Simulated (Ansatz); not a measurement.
Runs of Ansatz 0.2.0 on InP. The structure is cubic, space group F-43m (No. 216). Conventional cell: a = 5.861 Å, b = 5.861 Å, c = 5.861 Å, α = 90.00°, β = 90.00°, γ = 90.00°. In (site symmetry -43m) has 4 P at 2.54 Å as nearest neighbours. P (site symmetry -43m) is surrounded by 4 In at 2.54 Å. 

```tsv
task	level	spin	cell	k mesh	points for each segment of the path	gap on the mesh (eV)	pressure (GPa)	relaxed volume (Å³/atom)
band structure	LDA	SOC, no magnetisation	as given	6 × 6 × 6	14	0.45	(b)	-
band structure	PBEsol	off	as given	8 × 8 × 8	14	(a)	0.6	-
band structure	LDA	off	as given	8 × 8 × 8	14	0.48	-1.2	-
relaxation of cell and atoms	PBEsol	off	relaxed	8 × 8 × 8	-	0.57	0.0	(c)
relaxation of cell and atoms	LDA	off	relaxed	8 × 8 × 8	-	0.58	0.0	24.73
```

Alike in all rows: potentials or basis Ansatz PAW; cutoff (eV) 420; smearing fermi-dirac 0.05 eV.

Q: Fill in the values left out.

A: (a) 0.62; (b) -1.3; (c) 25.39.

Caveats: the PAW data sets come from PBE, with cores solved anew for the run's functional, which leaves a small shift of forces and pressure; spin-orbit coupling is left out, which moves the levels of the heavy elements (some runs); the plane-wave basis is chosen anew once the cell has moved, so the energies of steps on either side of that aren't comparable (some runs).

A k mesh can miss the band edges, and rows without SOC leave out spin-orbit coupling on In.

Runs at the PBE level aren't shown here.
